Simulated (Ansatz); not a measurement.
# CsH: how the settings move a single-point run

Aim: see which settings change the result for CsH, by how much, and at what cost.

Computed with Ansatz 0.2.0 (reference: DFT, LDA, all-electron LAPW, scalar-relativistic, unless a step's input says otherwise).

### Step 1. The structure to begin with

The structure is cubic, space group Pm-3m (No. 221). Conventional cell: a = 3.869 Å, b = 3.869 Å, c = 3.869 Å, α = 90.00°, β = 90.00°, γ = 90.00°. Around Cs (site symmetry m-3m) lie 8 H at 3.35 Å. H (site symmetry m-3m) is surrounded by 8 Cs at 3.35 Å.

As a file:

```cif
data_structure
_symmetry_space_group_name_H-M 'Pm-3m'
_symmetry_Int_Tables_number 221
_cell_length_a 3.8687
_cell_length_b 3.8687
_cell_length_c 3.8687
_cell_angle_alpha 90.000
_cell_angle_beta 90.000
_cell_angle_gamma 90.000
_cell_volume 57.90
loop_
_atom_site_label
_atom_site_type_symbol
_atom_site_symmetry_multiplicity
_atom_site_Wyckoff_symbol
_atom_site_fract_x
_atom_site_fract_y
_atom_site_fract_z
_atom_site_occupancy
Cs1 Cs 1 a 0.00000 0.00000 0.00000 1
H1 H 1 b 0.50000 0.50000 0.50000 1
```

### Step 2. The reference run

The input, input.yaml:

```yaml
crystal:
  lattice:
    - [3.8686565199, 0.0, 0.0]
    - [0.0, 3.8686565199, 0.0]
    - [0.0, 0.0, 3.8686565199]
  atoms:
    - { symbol: Cs, position: [0.0, 0.0, 0.0] }
    - { symbol: H, position: [0.5, 0.5, 0.5] }
kpoints:
  mp_grid: { grid: [8, 8, 8] }
scf:
  occupations: { method: fermi_dirac, width: 0.01 }
hamiltonian:
  xc: lda
  pseudopotentials: { kind: all_electron, lapw: { basis_error: 0.0005 } }
output:
  forces: true
  stress: true
  eigenvalues: true
```

Run with:

```sh
$ ansatz run input.yaml --threads 1 --pin off --max-ram 2048MiB --backend cpu --events-out ev --progress --plain --runs-dir out
```

### Step 3. Changing settings: preconditioner none

Changes to input.yaml since step 2:

```diff
@@ -12,2 +12,3 @@
   occupations: { method: fermi_dirac, width: 0.01 }
+  mixing: { preconditioner: none }
 hamiltonian:
```

### Step 4. Changing settings: xc_grid 3

Changes to input.yaml since step 2:

```diff
@@ -19 +19,3 @@
   eigenvalues: true
+basis:
+  xc_grid: 3
```

Before running it: what results should come out? Wanted: for each run, ending; energy change; pressure; gap; force.

**Answer**, as computed:

| run | ending | energy change | pressure (GPa) | gap (eV) | force (eV/Å) | cycles | time |
| --- | --- | --- | --- | --- | --- | --- | --- |
| reference | converged | 0 | -2.2 | 2.21 | 0.00 | 8 | 4.5 s |
| 1: preconditioner none | converged | 0.0 meV/atom | -2.2 | 2.21 | 0.00 | 6 | 3.7 s |
| 2: xc_grid 3 | converged | 0.0 meV/atom | -2.2 | 2.21 | 0.00 | 8 | 4.3 s |

Residual by cycle in the longest SCF loop of each run; runs are numbered as in the table. The quantity is the density residual dr2, in eV.

| cycle | reference | run 1 | run 2 |
| --- | --- | --- | --- |
| 1 | 0.689 | 0.689 | 0.689 |
| 2 | 0.136 | 0.0241 | 0.136 |
| 3 | 0.0255 | 0.00244 | 0.0255 |
| 4 | 8.1e-4 | 7.9e-5 | 8.1e-4 |
| 5 | 4.6e-5 | 4.1e-7 | 4.6e-5 |
| 6 | 4.2e-6 | 7.8e-9 | 4.2e-6 |
| 7 | 1.6e-7 | - | 1.6e-7 |
| 8 | 1.2e-8 | - | 1.2e-8 |

**Reading.** Of the converged runs whose energies compare with the reference's, none moves it noticeably. The gap of the reference lacks spin-orbit coupling, though the cell holds Cs.

These are semilocal Kohn-Sham gaps, which aren't the measured quantity. Such gaps usually fall short of the measured ones.
